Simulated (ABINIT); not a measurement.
# InAs (F-43m) in ABINIT: further runs, part 2 of 2

ABINIT 10.8.3 (patched build).

## (3) Single point, LDA

File run.abi:

```
pp_dirpath "./"
pseudos "In.upf, As.upf"

acell 8.0655335175 8.0655335175 8.0655335175
rprim
     0.0000000000     0.7071067812     0.7071067812
     0.7071067812     0.0000000000     0.7071067812
     0.7071067812     0.7071067812     0.0000000000
ntypat 2
znucl 49 33
natom 2
typat 1 2
xcart
     0.0000000000     0.0000000000     0.0000000000
     8.5547901662     8.5547901662     8.5547901662

ecut 34.0

kptopt 1
ngkpt 6 6 6
nshiftk 1
shiftk 0.0 0.0 0.0

ixc 7

nband 18
occopt 3
tsmear 0.05 eV

nstep 100
tolvrs 1.0e-10

iomode 3
prtwf 0
prteig 0
prtebands 0
enunit 2
prtvol 2
prtden 1
prtvha 1
prtvclmb 1
prtpot 1
prtelf 1
```

Potentials or basis: PseudoDojo NC SR LDA v0.4.1 standard.

Command:

```sh
$ abinit run.abi > log 2>&1
```

run.abo:

```text
.Version 10.8.3 of ABINIT
 Symmetries : space group F-4 3 m (#216); Bravais cF (face-center cubic)
================================================================================
 Values of the parameters that define the memory need of the present run
     intxc =       0    ionmov =       0      iscf =       7    lmnmax =       6
     lnmax =       6     mgfft =      45  mpssoang =       3    mqgrid =    3001
     natom =       2  nloc_mem =       1    nspden =       1   nspinor =       1
    nsppol =       1      nsym =      24    n1xccc =    2501    ntypat =       2
    occopt =       3   xclevel =       1
       mpw =        3545          nfft =       91125          nkpt =          16
================================================================================
================================================================================

--------------------------------------------------------------------------------
------------- Echo of variables that govern the present computation ------------
--------------------------------------------------------------------------------
 -outvars: echo values of preprocessed input variables --------
            acell      8.0655335175E+00  8.0655335175E+00  8.0655335175E+00 Bohr
              amu      1.14820000E+02  7.49215900E+01
             ecut      3.40000000E+01 Hartree
           enunit           2
              ixc           7
         kptrlatt        6    0    0      0    6    0      0    0    6
          kptrlen      4.83932011E+01
            natom           2
            nband          18
            ngfft          45      45      45
[... 441 lines left out ...]
kinetic             :  1.17681628571193E+02
hartree             :  5.22052583905780E+01
xc                  : -4.31063886589499E+01
Ewald energy        : -9.28949152013881E+01
psp_core            :  4.02201201059037E+00
local_psp           : -1.44579985238977E+02
non_local_psp       : -6.55577304853761E+01
internal            : -1.72230120612330E+02
'-kT*entropy'       : -3.42234140881821E-05
total_energy        : -1.72230154835744E+02
total_energy_eV     : -4.68662126644055E+03
band_energy         : -1.55736888116740E+01
...

 Cartesian components of stress tensor (hartree/bohr^3)
  sigma(1 1)=  3.01156062E-04  sigma(3 2)=  0.00000000E+00
  sigma(2 2)=  3.01156062E-04  sigma(3 1)=  0.00000000E+00
  sigma(3 3)=  3.01156062E-04  sigma(2 1)=  0.00000000E+00

-Cartesian components of stress tensor (GPa)         [Pressure= -8.8603E+00 GPa]
- sigma(1 1)=  8.86031726E+00  sigma(3 2)=  0.00000000E+00
- sigma(2 2)=  8.86031726E+00  sigma(3 1)=  0.00000000E+00
- sigma(3 3)=  8.86031726E+00  sigma(2 1)=  0.00000000E+00

== END DATASET(S) ==============================================================
================================================================================

 -outvars: echo values of variables after computation  --------
            acell      8.0655335175E+00  8.0655335175E+00  8.0655335175E+00 Bohr
           etotal     -1.7223015484E+02
            fcart      1.4754043335E-30  1.7436739472E-47 -1.4754043335E-30
                      -1.4754043335E-30 -1.7436739472E-47  1.4754043335E-30
            rprim      0.0000000000E+00  7.0710678120E-01  7.0710678120E-01
                       7.0710678120E-01  0.0000000000E+00  7.0710678120E-01
                       7.0710678120E-01  7.0710678120E-01  0.0000000000E+00
           strten      3.0115606234E-04  3.0115606234E-04  3.0115606234E-04
                       0.0000000000E+00  0.0000000000E+00  0.0000000000E+00
           xangst      0.0000000000E+00  0.0000000000E+00  0.0000000000E+00
                       4.5269999970E+00  4.5269999970E+00  4.5269999970E+00
             xred      0.0000000000E+00  0.0000000000E+00  0.0000000000E+00
                       7.5000000000E-01  7.5000000000E-01  7.5000000000E-01
 Calculation completed.
```

It took 39 s on 1 thread of Intel Xeon at 2.70GHz, shared host; peak memory 0.09 GiB.

Results:

```yaml
Free_energy: -4686.6213 eV
Band_gap_on_the_k_mesh: none (metal or under the smearing width)
Valence_electrons_inside_the_program's_atomic_spheres: In 9.91; As 12.39
```

Levels at points of the mesh, in eV from the Fermi level:
```
           k point  band 11  band 12  band 13  band 14  band 15  band 16  band 17  band 18
(0.00, 0.00, 0.00)   -12.01    -0.45    -0.04    -0.04    -0.04     3.80     3.80     3.80
(0.50, 0.00, 0.00)   -10.52    -5.91    -1.04    -1.04     0.76     4.59     4.59     6.69
(0.50, 0.50, 0.00)    -9.98    -5.99    -2.40    -2.40     1.38     1.92     9.01     9.13
```

Caveat: the cutoff is too short for stress, so the log's stress isn't used; this crystal is a semiconductor, whose small gap the functional closes, so the metal is an error of the method.

## (4) Single point, PBE

File run.abi:

```
# Pseudopotentials
pp_dirpath "./"
pseudos "In.upf, As.upf"

# Structure
acell 3*1.0
rprim
     0.0000000000     5.7031934441     5.7031934441
     5.7031934441     0.0000000000     5.7031934441
     5.7031934441     5.7031934441     0.0000000000
ntypat 2
znucl 49 33
natom 2
typat 1 2
xcart
     0.0000000000     0.0000000000     0.0000000000
     4.5270000000     4.5270000000     4.5270000000 Angstrom

# Plane-wave basis
ecut 1034.032677 eV

# k points
kptopt 1
ngkpt 6 6 6
nshiftk 1
shiftk 0.0 0.0 0.0

# Exchange and correlation
ixc 11

# Bands and occupations
nband 18
occopt 3
tsmear 0.05 eV

# SCF cycle
nstep 100
tolvrs 1.0e-10

# Output
iomode 3
prtwf 0
prteig 0
prtebands 0
enunit 1
prtden 1
prtvha 1
prtvclmb 1
prtpot 1
prtelf 1
```

Potentials or basis: PseudoDojo NC SR PBE v0.4.1 standard.

Command:

```sh
$ abinit run.abi > log 2>&1
```

It took 52 s on 1 thread of Arm Neoverse V1, shared host; peak memory 0.1 GiB.

It converged, with:

| Quantity | Value |
| --- | --- |
| Free energy | -4694.8891 eV |
| Band gap on the k mesh | none (metal or under the smearing width) |
| Valence electrons inside the program's atomic spheres | In 9.91; As 12.37 |

Levels at points of the mesh, in eV from the Fermi level:
| k point | band 11 | band 12 | band 13 | band 14 | band 15 | band 16 | band 17 | band 18 |
| --- | --- | --- | --- | --- | --- | --- | --- | --- |
| (0.00, 0.00, 0.00) | -11.94 | -0.21 | -0.04 | -0.04 | -0.04 | 3.88 | 3.88 | 3.88 |
| (0.50, 0.00, 0.00) | -10.46 | -5.83 | -1.03 | -1.03 | 0.93 | 4.65 | 4.65 | 6.85 |
| (0.50, 0.50, 0.00) | -9.91 | -5.90 | -2.37 | -2.37 | 1.50 | 2.03 | 9.24 | 9.28 |

Caveat: the cutoff is too short for stress, so the log's stress isn't used; this crystal is a semiconductor, whose small gap the functional closes, so the metal is an error of the method.

## (5) Against experiment

Step 4. Measured gap of InAs: 0.418 eV (direct; 4.2 K; a printed reference work, data compilation). This calculation gives 0.00 eV (-0.42 eV). Spin-orbit coupling on As, In is left out. The value is that of PBE on a finite k mesh, which can miss the band edges, without temperature or zero-point motion. Semilocal functionals fall short of measured gaps as a rule.
